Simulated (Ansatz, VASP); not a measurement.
Two plane-wave programs on KI

```xyz
2
Lattice="0.0000 3.5328 3.5328 3.5328 0.0000 3.5328 3.5328 3.5328 0.0000" Properties=species:S:1:pos:R:3 pbc="T T T"
I     3.5274    3.4959    3.5897
K    -0.0064    0.0222    0.0202
```

Change from the starting cell: atoms moved at random, drawn with an rms of 0.05 Å.

Alike in both runs: task single point; functional PBE; k mesh 7 × 7 × 7; occupations fermi-dirac, width 0.05 eV; no spin polarisation.

```csv
,VASP,Ansatz
version,VASP 6.6.1,Ansatz 0.2.0
potentials or method,"VASP PAW PBE potentials, release 64 (I, K_sv)",Ansatz PAW
plane-wave cutoff (eV),520,420
valence electrons in the cell,16,26
```

|  | VASP | Ansatz | Ansatz less VASP |
| --- | --- | --- | --- |
| gap on the k mesh at the Fermi level (eV) | 3.96 | 3.97 | +0.004 |
| least direct gap on the mesh (eV) | 3.96 | 3.97 | +0.004 |
| pressure (GPa) | 0.6 | 0.6 | -0.03 |
| rms of the force components (eV/Å) | 0.044 | 0.044 | -0.0005 |

Atom by atom the forces differ by 0.000 eV/Å (rms over components). The two sets of potentials don't hold the same shells in valence.

Caveats: spin-orbit coupling is left out, which moves the levels of the heavy elements; an odd mesh through Γ misses points on the zone boundary, where band edges often lie (VASP); odd divisions of the mesh miss points on the zone boundary, where band edges often lie, so the gap on the mesh can be too wide (Ansatz).
